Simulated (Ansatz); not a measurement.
Wanted: the native input for an Ansatz 0.2.0 run.

| Quantity | Value |
| --- | --- |
| Task | single point |
| Functional | PBE |
| Potentials or basis | all-electron PAW datasets made for the crystal |
| Cutoff | 240 eV (chosen from the basis error) |
| k mesh | 6 × 6 × 6 |
| Occupations | fermi-dirac, width 0.05 eV |
| Spin | no spin polarisation |

Crystal: CdTe.

```
CELL_PARAMETERS angstrom
0.00000 3.20500 3.20500
3.20500 0.00000 3.20500
3.20500 3.20500 0.00000
ATOMIC_POSITIONS crystal
Te 0.75000 0.75000 0.75000
Cd 0.00000 0.00000 0.00000
```

These files were run (other wordings do the same):

input.yaml

```yaml
crystal:
  lattice:
    - [0.0, 3.205, 3.205]
    - [3.205, 0.0, 3.205]
    - [3.205, 3.205, 0.0]
  atoms:
    - { symbol: Te, position: [0.75, 0.75, 0.75] }
    - { symbol: Cd, position: [0.0, 0.0, 0.0] }
kpoints:
  mp_grid: { grid: [6, 6, 6] }
scf:
  occupations: { method: fermi_dirac, width: 0.05 }
hamiltonian:
  xc: pbe
  pseudopotentials: { kind: all_electron, datasets: crystal }
output:
  forces: true
  stress: true
  eigenvalues: true
  elf: true
  volumetric_format: npy
```

Potentials or basis: all-electron PAW datasets made for the crystal.

Launch:

```sh
$ ansatz run input.yaml --threads 1 --pin off --max-ram 3072MiB --backend cpu --events-out ev --progress --plain --runs-dir out
```

It gave:

The pressure is 4.3 GPa and the band gap on the k mesh is 0.87 eV, direct.

Caveat: spin-orbit coupling is left out, which moves the levels of the heavy elements.

Wall time 6.1 s on 1 thread of Arm Neoverse V1, with other jobs on the host, peak memory 0.46 GiB.
